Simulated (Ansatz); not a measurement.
A run of Ansatz 0.2.0 is set up as follows.

The input input.yaml:

```yaml
crystal:
  lattice:
    - [4.2628798384, 0.0, 0.0]
    - [-2.1314399192, 3.6917622333, 0.0]
    - [0.0, 0.0, 5.661771]
  atoms:
    - { symbol: Pt, position: [0.0, 0.0, 0.0] }
    - { symbol: Pt, position: [0.0, 0.0, 0.5] }
    - { symbol: Te, position: [0.3333333333, 0.6666666667, 0.25] }
    - { symbol: Te, position: [0.6666666667, 0.3333333333, 0.75] }
hamiltonian:
  xc: pbesol
  pseudopotentials: { kind: paw }
kpoints:
  mp_grid: { grid: [7, 7, 5] }
scf:
  occupations: { method: gaussian, width: 0.1 }
output:
  forces: true
  stress: true
  eigenvalues: true
```

Potentials or basis: Ansatz PAW.

Command:

```sh
$ ansatz run input.yaml --threads 2 --pin off --max-ram 5632MiB --backend cpu --events-out ev --progress --plain --runs-dir out
```

(1) What does it give for the pressure?

(2) Estimate the band gap on the k mesh.

Answers

(1) -4.9 GPa.

(2) none (metal or under the smearing width).

Caveat: the PAW data sets come from PBE, with cores solved anew for the run's functional, which leaves a small shift of forces and pressure.
